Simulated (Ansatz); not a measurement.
**P under changes of volume**

One of the cells (20.458 Å³/atom); the others are scaled copies at fixed shape and fractional positions:

```
P
1.0
     1.64774   -5.46504    0.00000
     1.64774    5.46504    0.00000
     0.00000    0.00000    4.54364
P
4
Direct
  0.90414 0.09586 0.58882
  0.09586 0.90414 0.41118
  0.59586 0.40414 0.08882
  0.40414 0.59586 0.91118
```

| Item | Value |
| --- | --- |
| Program | Ansatz 0.2.0 |
| Functional | PBE-LDA |
| Potentials or basis | all-electron LAPW, scalar-relativistic |
| Cutoff | 273 eV (chosen from the basis error) |
| Basis error allowed | 0.0005 eV/atom |
| k mesh | 8 × 8 × 6 |
| Occupations | fermi-dirac, width 0.15 eV |
| Spin | no spin polarisation |

```csv
volume (Å³/atom),energy over the lowest point (meV/atom),pressure (GPa),largest force (eV/Å)
19.230,?,?,?
19.639,92.50,11.7,0.779
20.049,65.12,9.7,0.595
20.458,42.61,7.9,0.425
20.867,24.52,6.3,0.267
21.276,10.44,4.8,0.120
21.685,0.00,3.4,0.020
```

What does the run at 19.230 Å³/atom give?

Energy over the lowest point 125.28 meV/atom; pressure 13.9 GPa; largest force 0.978 eV/Å.

Worked out: A Birch-Murnaghan fit of order 3 (a polynomial in V^(-2/3)) to the other rows has no minimum within the range. It gives 125.14 meV/atom at 19.230 Å³/atom, against the run's 125.28, and -dE/dV = 13.9 GPa, against 13.9.

Energies are extrapolated to zero smearing.
